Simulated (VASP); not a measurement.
# MgO (P-6m2) in VASP: notebook

The runs below take MgO through single point, with PBE.

All numbers are computed with VASP 6.6.1; they aren't measurements. Logs are shortened: lines on timing, memory, paths and dates and some standing lists are left out, and cuts for length are marked.

### 1 The crystal as given

The structure is hexagonal, space group P-6m2 (No. 187). The conventional cell has a = 2.938 Å, b = 2.938 Å, c = 2.680 Å, α = 90.00°, β = 90.00°, γ = 120.00°. Mg (site symmetry -6m2) is surrounded by 6 O at 2.16 Å. Around O (site symmetry -6m2) lie 6 Mg at 2.16 Å.

Measurements of this composition are mostly on another form, of space group No. 225.

### 2 Single point, PBE

INCAR

```
ADDGRID = False
ALGO = Normal
EDIFF = 1E-7
ENCUT = 1100
GGA = PE
ISIF = 2
ISMEAR = 0
LASPH = True
LCHARG = False
LREAL = False
LWAVE = False
NELM = 100
PREC = Accurate
SIGMA = 0.05
```

KPOINTS

```
k-points
0
Gamma
  8 8 7
```

POSCAR

```
MgO
1.0
    2.9380209034      0.0000000000      0.0000000000
   -1.4690104517      2.5444007392      0.0000000000
    0.0000000000      0.0000000000      2.6796800000
Mg O
1 1
Direct
   -0.0050010000     -0.0013850000      0.0023980000
    0.2972290000      0.6917140000      0.5132270000
```

Potentials or basis: VASP PAW PBE potentials, release 64 (Mg, O_h).

Started as:

```console
cat potpaw_PBE.64/Mg/POTCAR potpaw_PBE.64/O_h/POTCAR > POTCAR
mpirun -np 1 vasp_std > vasp.out
```

OUTCAR:

```text
EDIFF = 1E-7
   ENCUT = 1100
   GGA = PE
   ISIF = 2
   ISMEAR = 0
   LASPH = True
   LREAL = False
   NELM = 100
   PREC = Accurate

 Found    226 irreducible k-points:

 Following reciprocal coordinates:
            Coordinates               Weight
  0.000000  0.000000  0.000000      1.000000
  0.125000  0.000000  0.000000      2.000000
  0.000000  0.125000  0.000000      2.000000
 -0.125000  0.125000  0.000000      2.000000
  0.250000  0.000000  0.000000      2.000000
  0.000000  0.250000  0.000000      2.000000
   k-points           NKPTS =    226   k-points in BZ     NKDIM =    226   number of bands    NBANDS=      8
   number of dos      NEDOS =    301   number of ions     NIONS =      2
   total plane-waves  NPLWV =  30720
   dimension x,y,z NGX =    32 NGY =   32 NGZ =   30
   dimension x,y,z NGXF=    64 NGYF=   64 NGZF=   60
   ions per type =               1   1
   NGX,Y,Z   is equivalent  to a cutoff of  18.11, 18.11, 18.61 a.u.
   NGXF,Y,Z  is equivalent  to a cutoff of  36.21, 36.21, 37.22 a.u.
 SYSTEM =  unknown system
   PREC   = accura    normal or accurate (medium, high low for compatibility)
   ISTART =      0    job   : 0-new  1-cont  2-samecut
   ICHARG =      2    charge: 1-file 2-atom 10-const
   ISPIN  =      1    spin polarized calculation?
   LNONCOLLINEAR =      F non collinear calculations
   LSORBIT =      F    spin-orbit coupling
   LASPH  =      T    aspherical Exc in radial PAW
   ENCUT  = 1100.0 eV  80.85 Ry    8.99 a.u.   7.95  7.95  7.25*2*pi/ulx,y,z
   NELM   =    100;   NELMIN=  2; NELMDL= -5     # of ELM steps
   EDIFF  = 0.1E-06   stopping-criterion for ELM
   LREAL  =      F    real-space projection
   EDIFFG = 0.1E-05   stopping-criterion for IOM
   NSW    =      0    number of steps for IOM
   IBRION =     -1    ionic relax: 0-MD 1-quasi-New 2-CG
   NFREE  =      0    steps in history (QN), initial steepest desc. (CG)
   ISIF   =      2    stress and relaxation
   ISYM   =      2    0-nonsym 1-usesym 2-fastsym
   POTIM  = 0.5000    time-step for ionic-motion
   TEBEG  =    0.0;   TEEND  =   0.0 temperature during run
   PSTRESS=    0.0 pullay stress
   NELECT =       8.0000    total number of electrons
   NUPDOWN=      -1.0000    fix difference up-down
   EMIN   =  10.00;   EMAX   =-10.00  energy-range for DOS
   EFERMI =   0.00;   METHOD = LEGACY
   ISMEAR =     0;   SIGMA  =   0.05  broadening in eV -4-tet -1-fermi 0-gaus
   EFERMI_NEDOS =   21; number of points for ismear=-14 and -15
   IALGO  =     38    algorithm
   IMIX   =      4    mixing-type and parameters
     AMIX     =   0.40;   BMIX     =  1.00
     AMIX_MAG =   1.60;   BMIX_MAG =  1.00
  volume/ion in A,a.u.               =      10.02        67.59
  Fermi-wavevector in a.u.,A,eV,Ry     =   1.205583  2.278221 19.775115  1.453430
  Thomas-Fermi vector in A             =   2.341275
   LORBIT       =      0    0 simple, 1 ext, 2 COOP (PROOUT), +10 PAW based schemes
   GGA     = PE    functional components
   LHFCALC =     F    Hartree Fock is set to
   AEXX    =    0.0000 exact exchange contribution
   IVDW    =     0    specifies the selected vdW correction
   LEPSILON=     F    determine dielectric tensor
   LRPA    =     F    only Hartree local field effects (RPA)
 non-spin polarized calculation
 Gauss-broadening in eV      SIGMA  =   0.05
  energy-cutoff  :     1100.00
  volume of cell :       20.03
 maximum number of plane-waves:      1672
   NGX = 15   NGY = 15   NGZ = 15

 number of electron       8.0000000 magnetization

 Free energy of the ion-electron system (eV)
  ---------------------------------------------------
  ext. energy  EPLUGINS =         0.00000000
  ---------------------------------------------------
  free energy    TOTEN  =       -11.19262407 eV

  energy without entropy =      -11.19262407  energy(sigma->0) =      -11.19262407

 E-fermi :   3.9727     XC(G=0): -10.7313

 val. band max:        3.7061685830   @ k =   0.0000   0.0000   0.4286
 cond. band min:       6.6612462197   @ k =   0.0000   0.0000   0.0000
 fundamental gap:      2.9550776366
 Fermi energy:         3.9727259874

 k-point     1 :       0.0000    0.0000    0.0000
  band No.  band energies     occupation
      1     -13.7579      2.00000
      2       2.9942      2.00000
      3       3.1592      2.00000
      4       3.2569      2.00000
      5       6.6612      0.00000
      6      15.5634      0.00000
      7      19.0993      0.00000
      8      19.4486      0.00000

 k-point     2 :       0.1250    0.0000    0.0000
  band No.  band energies     occupation
      1     -13.6247      2.00000
      2       2.1449      2.00000
      3       2.9241      2.00000
      4       3.3078      2.00000
      5       7.5974      0.00000
      6      15.5202      0.00000
      7      17.9791      0.00000
      8      19.7192      0.00000

 k-point     3 :       0.0000    0.1250    0.0000
  band No.  band energies     occupation
      1     -13.6245      2.00000
      2       2.1382      2.00000
      3       2.9329      2.00000
      4       3.3074      2.00000
      5       7.5931      0.00000
      6      15.5268      0.00000
      7      17.9463      0.00000
      8      19.7512      0.00000

 k-point     4 :      -0.1250    0.1250    0.0000
  band No.  band energies     occupation
      1     -13.6224      2.00000
      2       2.0600      2.00000
      3       3.0463      2.00000
      4       3.3013      2.00000
      5       7.5256      0.00000
      6      15.5673      0.00000
      7      17.8042      0.00000
      8      19.8291      0.00000

 k-point     5 :       0.2500    0.0000    0.0000
  band No.  band energies     occupation
      1     -13.2824      2.00000
      2       0.5557      2.00000
      3       2.6576      2.00000
      4       3.4338      2.00000
      5       9.1064      0.00000
      6      14.6360      0.00000
      7      17.5215      0.00000
      8      20.5039      0.00000

 k-point     6 :       0.0000    0.2500    0.0000
  band No.  band energies     occupation
      1     -13.2818      2.00000
      2       0.5507      2.00000
      3       2.6658      2.00000
      4       3.4322      2.00000
      5       9.0946      0.00000
      6      14.6407      0.00000
      7      17.5093      0.00000
      8      20.5212      0.00000

 [... further k-points ...]

------------------------ aborting loop because EDIFF is reached ----------------------------------------

  FORCE on cell =-STRESS in cart. coord.  units (eV):
  Direction    XX          YY          ZZ          XY          YZ          ZX
  --------------------------------------------------------------------------------------
  -------------------------------------------------------------------------------------
  Total        0.1263318      0.0365993      0.1871493     -0.0687574      0.0578452     -0.1048482
  in kB       10.1041527      2.9272543     14.9684059     -5.4992928      4.6265230     -8.3858718
  external PRESSURE =       9.3332709 kB  Pullay stress =       0.0000000 kB

 VOLUME and BASIS-vectors are now :
 -----------------------------------------------------------------------------
  energy-cutoff  :     1100.00
  volume of cell :       20.03
      direct lattice vectors                 reciprocal lattice vectors
     2.938020903  0.000000000  0.000000000     0.340365175  0.196509926  0.000000000
    -1.469010452  2.544400739  0.000000000     0.000000000  0.393019851  0.000000000
     0.000000000  0.000000000  2.679680000     0.000000000  0.000000000  0.373178887

 POSITION                                       TOTAL-FORCE (eV/Angst)
 -----------------------------------------------------------------------------------
      1.45635      2.54088      0.00643        -0.575180      0.319022      0.124984
     -0.14287      1.76000      1.37528         0.575180     -0.319022     -0.124984
 -----------------------------------------------------------------------------------
    total drift:                                0.000844     -0.000337      0.000272

  FREE ENERGIE OF THE ION-ELECTRON SYSTEM (eV)
  ---------------------------------------------------
  free  energy   TOTEN  =       -11.1926240655 eV

  energy  without entropy=      -11.1926240655  energy(sigma->0) =      -11.19262407
```

It took 88 s on 1 thread of AMD EPYC 7R13 (Zen 3), shared host; peak memory 0.26 GiB.

These settings aren't checked as converged: the numbers below hold their error.

Results:

```
Free energy            : -11.1926 eV
Pressure               : 0.9 GPa
Largest force          : 0.669 eV/Å
Band gap on the k mesh : 2.96 eV, indirect (least direct gap 3.40 eV)
```

Caveat: an odd mesh through Γ misses points on the zone boundary, where band edges often lie.

### 3 Single point, PBE

INCAR: that of step 2 with these lines changed.

```diff
@@ -3,3 +3,3 @@
 EDIFF = 1E-7
-ENCUT = 1100
+ENCUT = 800
 GGA = PE
```

KPOINTS

```
k-points
0
Gamma
  9 9 9
```

POSCAR

```
MgO
1.0
    2.9380209034      0.0000000000      0.0000000000
   -1.4690104517      2.5444007392      0.0000000000
    0.0000000000      0.0000000000      2.6796800000
Mg O
1 1
Direct
    0.0000000000      0.0000000000      0.0000000000
    0.3333333333      0.6666666667      0.5000000000
```

Potentials or basis: VASP PAW PBE potentials, release 64 (Mg, O_h).

Started as:

```console
cat potpaw_PBE.64/Mg/POTCAR potpaw_PBE.64/O_h/POTCAR > POTCAR
mpirun -np 1 vasp_std > vasp.out
```

OUTCAR:

```text
EDIFF = 1E-7
   ENCUT = 800
   GGA = PE
   ISIF = 2
   ISMEAR = 0
   LASPH = True
   LREAL = False
   NELM = 100
   PREC = Accurate

 Found     60 irreducible k-points:

 Following reciprocal coordinates:
            Coordinates               Weight
  0.000000  0.000000  0.000000      1.000000
  0.111111  0.000000  0.000000      6.000000
  0.222222 -0.000000  0.000000      6.000000
  0.333333  0.000000  0.000000      6.000000
  0.444444 -0.000000  0.000000      6.000000
[... 143 lines left out ...]

------------------------ aborting loop because EDIFF is reached ----------------------------------------

  FORCE on cell =-STRESS in cart. coord.  units (eV):
  Direction    XX          YY          ZZ          XY          YZ          ZX
  --------------------------------------------------------------------------------------
  -------------------------------------------------------------------------------------
  Total       -0.4386805     -0.4386805     -0.4489103      0.0000000     -0.0000000      0.0000000
  in kB      -35.0861422    -35.0861422    -35.9043314      0.0000000     -0.0000000      0.0000000
  external PRESSURE =     -35.3588719 kB  Pullay stress =       0.0000000 kB

 VOLUME and BASIS-vectors are now :
 -----------------------------------------------------------------------------
  energy-cutoff  :      800.00
  volume of cell :       20.03
      direct lattice vectors                 reciprocal lattice vectors
     2.938020903  0.000000000  0.000000000     0.340365175  0.196509926  0.000000000
    -1.469010452  2.544400739  0.000000000     0.000000000  0.393019851  0.000000000
     0.000000000  0.000000000  2.679680000     0.000000000  0.000000000  0.373178887

 POSITION                                       TOTAL-FORCE (eV/Angst)
 -----------------------------------------------------------------------------------
      0.00000      0.00000      0.00000         0.000000      0.000000      0.000000
     -0.00000      1.69627      1.33984         0.000000      0.000000      0.000000
 -----------------------------------------------------------------------------------
    total drift:                               -0.000001      0.000000     -0.000000

  FREE ENERGIE OF THE ION-ELECTRON SYSTEM (eV)
  ---------------------------------------------------
  free  energy   TOTEN  =       -11.2353800521 eV

  energy  without entropy=      -11.2353800521  energy(sigma->0) =      -11.23538005
```

Wall time 17 s (1 thread of AMD EPYC 7R13 (Zen 3), shared host); peak memory 0.14 GiB.

These settings aren't checked as converged: the numbers below hold their error.

Results:

```yaml
Free_energy: -11.2354 eV
Band_gap_on_the_k_mesh: 2.99 eV, indirect (least direct gap 3.39 eV)
```

Caveat: the cutoff is under 1.25 times the usual one of these potentials, so pressure, stress and relaxed cells hold a basis-set (Pulay) error; an odd mesh through Γ misses points on the zone boundary, where band edges often lie.

### 4 Single point, PBE

INCAR is that of step 3.

KPOINTS is that of step 3.

POSCAR

```
MgO
1.0
    2.9380209034      0.0000000000      0.0000000000
   -1.4690104517      2.5444007392      0.0000000000
    0.0000000000      0.0000000000      2.6796800000
Mg O
1 1
Direct
   -0.0050010000     -0.0013850000      0.0023980000
    0.2972290000      0.6917140000      0.5132270000
```

Started as:

```console
cat potpaw_PBE.64/Mg/POTCAR potpaw_PBE.64/O_h/POTCAR > POTCAR
mpirun -np 1 vasp_std > vasp.out
```

Run time: 86 s. Hardware: 1 thread of AMD EPYC 7R13 (Zen 3), shared host; peak memory 0.24 GiB.

These settings aren't checked as converged: the numbers below hold their error.

Results:

```yaml
Free_energy: -11.1895 eV
Largest_force: 0.672 eV/Å
Band_gap_on_the_k_mesh: 2.94 eV, indirect (least direct gap 3.40 eV)
```

Caveat: the cutoff is under 1.25 times the usual one of these potentials, so pressure, stress and relaxed cells hold a basis-set (Pulay) error; an odd mesh through Γ misses points on the zone boundary, where band edges often lie.

(Part 1 of 2 ends here.)
